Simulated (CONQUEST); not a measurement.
Crystal: HfO2.

```xyz
6
Lattice="3.5580 0.0000 0.0000 0.0000 3.5580 0.0000 0.0000 0.0000 5.1719" Properties=species:S:1:pos:R:3 pbc="T T T"
Hf    0.0000    0.0000    0.0000
Hf    1.7790    1.7790    2.5859
O     1.7790    0.0000    4.1519
O     0.0000    1.7790    3.6059
O     0.0000    1.7790    1.0199
O     1.7790    0.0000    1.5660
```

Measurements of this composition are mostly on another form, of space group No. 14.

```yaml
Program: CONQUEST 1.3
Task: single point
Functional: PBEsol
Potentials_or_basis: PseudoDojo NC PBEsol, DZP, grid cutoff 150 Ha
k_mesh: 8 × 8 × 5
Occupations: fermi-dirac, width 0.05 eV
Spin: no spin polarisation
```

On this cell: pressure 3.3 GPa; largest force 0.162 eV/Å; band gap on the k mesh 4.50 eV, indirect (least direct gap 4.56 eV).

The same run follows on a disturbed copy (atoms moved at random, drawn with an rms of 0.05 Å):

```
Hf O
1.0
     3.55802    0.00000    0.00000
     0.00000    3.55802    0.00000
     0.00000    0.00000    5.17186
Hf O
2 4
Direct
  0.01029 0.00208 0.98912
  0.50310 0.51311 0.50562
  0.50715 0.98779 0.80386
  0.99534 0.50208 0.70349
  0.00212 0.49375 0.18997
  0.49559 0.99675 0.30837
```

**Question.** What changes?

**Answer.** The energy moves by +20.7 meV/atom; pressure 4.9 GPa; largest force 1.645 eV/Å; band gap on the k mesh 4.28 eV, indirect (least direct gap 4.35 eV).

Forces in eV/Å, atoms in the order of the input:
```
Hf  -0.133 -0.326  1.607
Hf  -0.318 -0.610 -1.093
O   -0.175  0.217 -0.492
O    0.657 -0.259 -0.322
O   -0.091  0.432  0.535
O    0.036  0.530 -0.228
```

Stress tensor (GPa, compression positive):
```
 7.13 -0.21  0.26
-0.21  2.73 -0.35
 0.26 -0.35  4.71
```

Caveats: spin-orbit coupling is left out, which moves the levels of the heavy elements; an odd mesh through Γ misses points on the zone boundary, where band edges often lie; the basis of atomic orbitals isn't converged, which shifts pressures, moduli and gaps.
